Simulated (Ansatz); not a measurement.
Theory: DFT PBE, scalar-relativistic, plane waves, PAW in Ansatz 0.2.0. All cells share a 420 eV cutoff and Γ-centred k meshes spaced at most about 0.3 Å⁻¹ (about 0.25 or finer for metals, 2π included). No spin polarisation.

Each guess is relaxed in cell and atoms at zero pressure, on a coarse mesh first where it starts far from rest and then on a converged one. The steps can't lower the symmetry of the start, but it can rise. Energies are static (0 K, no zero-point motion).

This guess for TiC isn't its lowest structure:

Space group Cmcm (No. 63). a = 5.216 Å, b = 3.110 Å, c = 6.880 Å, α = 90.00°, β = 90.00°, γ = 90.00°
```tsv
atom	site	symmetry	x	y	z
Ti	4b	2/m..	0.5000	0.0000	0.0000
C	4c	m2m	0.5000	0.3814	0.2500
```

Q: Where does the relaxation end?

A: Cmcm at 14.0 Å³/atom → Cmmm at 10.7 Å³/atom. Conventional cell: a = 3.137 Å, b = 4.701 Å, c = 2.893 Å. Around Ti lie 4 C at 2.13 Å, 4 C at 2.76 Å and 6 Ti at 2.83–2.89 Å; C has 4 Ti at 2.13 Å.

```cif
data_structure
_symmetry_space_group_name_H-M 'P 1'
_symmetry_Int_Tables_number 1
_cell_length_a 2.8255
_cell_length_b 2.8255
_cell_length_c 2.8930
_cell_angle_alpha 90.000
_cell_angle_beta 90.000
_cell_angle_gamma 112.573
_cell_volume 21.33
loop_
_atom_site_label
_atom_site_type_symbol
_atom_site_fract_x
_atom_site_fract_y
_atom_site_fract_z
_atom_site_occupancy
Ti1 Ti 0.50000 0.50000 0.00000 1
C1 C 0.00000 0.00000 0.50000 1
```

Q: Compare it with the lowest TiC structure at this level.

A: It lies 0.76 eV/atom above the lowest of the 10 forms computed, a structure that the Crystallography Open Database (COD) lists, of the rock salt type. Space group Fm-3m (No. 225), cubic, a = 4.333 Å. Ti has 6 C at 2.17 Å; C is surrounded by 6 Ti at 2.17 Å. That form has 10.2 Å³/atom and no gap on its mesh, nor has the guess's end. Counting C atoms around Ti (those within 1.25 times the shortest such distance or 1.15 times the sum of covalent radii), the guess's end has Ti 4 and the lowest form has Ti 6. Shaken at random and relaxed again, the guess's end falls into a cell with the rock salt type, space group Fm-3m (No. 225), 0.76 eV/atom lower and the lowest form computed, so it is a saddle point or a shallow minimum.

Some candidate types were left out of the draw beforehand, so a known form may be missing.
